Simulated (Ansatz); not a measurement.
CdSe: pressure and energy over elements against volume per atom

Density functional energy, stress (positive in compression), forces and moments (in spheres) of a cell at fixed atoms, energy at zero smearing over the elements' standard crystals or gases in the same functional; plane waves with PAW datasets, Gamma-centred k mesh. The results are calculated, by Ansatz 0.2.0.

Cell of the first row (space group F-43m, No. 216):
```
CdSe
1.0
      0.0000     2.9235     2.9235
      2.9235     0.0000     2.9235
      2.9235     2.9235     0.0000
Cd Se
1 1
Direct
  0.00000 0.00000 0.00000
  0.75000 0.75000 0.75000
```

Settings of every row: functional PBE; dispersion none; spin none; wave cutoff 420 eV; k mesh 10x10x10; occupations gaussian; smearing width 0.05 eV.

Limits of some rows: a crossing between the sampled k points may be missed (row 2, 3, 4, 5).

```csv
row,volume per atom (Å³),pressure (GPa),energy over elements (eV/atom)
1,24.986,11.69,-0.4857
2,28.159,2.76,-0.6198
3,29.745,-0.02,-0.6327
4,32.918,?,?
5,34.505,-4.7,-0.5521
```

Question: what pressure and energy over elements should row 4 give?

Worked fit of pressure. Take u = (V_r/V)^(2/3) − 1 with V_r = 28.952 Å³ an atom, which is twice the finite (Eulerian) strain; such expansions in the strain, on which the Birch-Murnaghan equation of state is built, carry the rest volume and the bulk modulus. The shown rows have u = 0.1032, 0.01869, -0.01785, -0.11039. Least squares give pressure = 1.264 + 78.248 × u + 219.96 × u² GPa; a straight line predicts inner rows, each left out in turn, worse (root mean square 1.7 against 0.089 GPa). The rows lie off it by 0.01, -0.04, 0.04, -0.01. The pressure vanishes at u = -0.0170, or V = 29.7 Å³ an atom, and there the bulk modulus at fixed shape and fractions is B = −V dP/dV = (2/3)(1 + u) dP/du = 46.4 GPa. The withheld row has u = -0.08203, so the fit gives 1.264 + 78.248 × (-0.08203) + 219.96 × (-0.08203)² = -3.67 GPa.

The calculation gave -3.59 GPa. The fit lies 0.08 GPa (2.2 % of the value, 0.49 % of the column's range) below it; its largest miss of a shown row is 0.04 GPa.

Worked fit of energy over elements. Take u = (V_r/V)^(2/3) − 1 with V_r = 28.952 Å³ an atom, which is twice the finite (Eulerian) strain; such expansions in the strain, on which the Birch-Murnaghan equation of state is built, carry the rest volume and the bulk modulus. The shown rows have u = 0.1032, 0.01869, -0.01785, -0.11039. Least squares give energy over elements = −0.62968 + 0.38044 × u + 9.8213 × u² eV/atom; a straight line predicts inner rows, each left out in turn, worse (root mean square 0.074 against 0.0013 eV/atom). The rows lie off it by 0.0001, -0.0007, 0.0006, -0.0001 (root mean square 0.00047 eV/atom). The withheld row has u = -0.08203, so the fit gives −0.62968 + 0.38044 × (-0.08203) + 9.8213 × (-0.08203)² = -0.5948 eV/atom.

The calculation gave -0.5934 eV/atom. The fit lies 0.0014 eV/atom (0.95 % of the column's range) below it; its largest miss of a shown row is 0.0007 eV/atom.
